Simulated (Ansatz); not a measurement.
## SiO2: enthalpy against pressure

SiO2, I4/mmm, a = 8.939 Å, c = 5.231 Å. This isn't the usual stable structure of the compound. Ansatz: r2SCAN, PAW, 500 eV, Γ-centred 6×6×6 mesh on 12 atoms, Gaussian smearing 0.02 eV; no spin polarisation. Cell and atoms are relaxed at each pressure, and no other structure is tried, so the rows at high pressure may lie past a change of phase. y is the enthalpy over the state at zero pressure; there V0 = 17.417 Å³/atom. The pressures are the targets, met within 0.02 GPa.

```tsv
P (GPa)	y (eV/atom)
-1.0	-0.1091
0.0	0.0000
1.0	0.1083
4.0	?
12.0	1.2532
25.0	2.5117
```

Question: Fit y = c1 P + c2 P² + c3 P³ to the other rows, say what c1 and c2 mean, and predict the missing value.

Answer: Least squares on the rows shown. y = 0.10870 P − 0.00037987 P² + 2.0230×10⁻⁶ P³. Since dH/dP = V, c1 is V0: 0.10870 eV/GPa × 160.2 = 17.414 Å³ against 17.417; c2 = −V0/(2B0) gives B0 = 143 GPa, where a Birch–Murnaghan fit to the volumes of the same runs (not shown) gives 139 GPa. At P = 4.0 the fit asked for gives 0.4289 eV/atom. The run gave 0.4287 eV/atom, so the fit is 0.0002 eV/atom too high, a small miss on the scale of the series.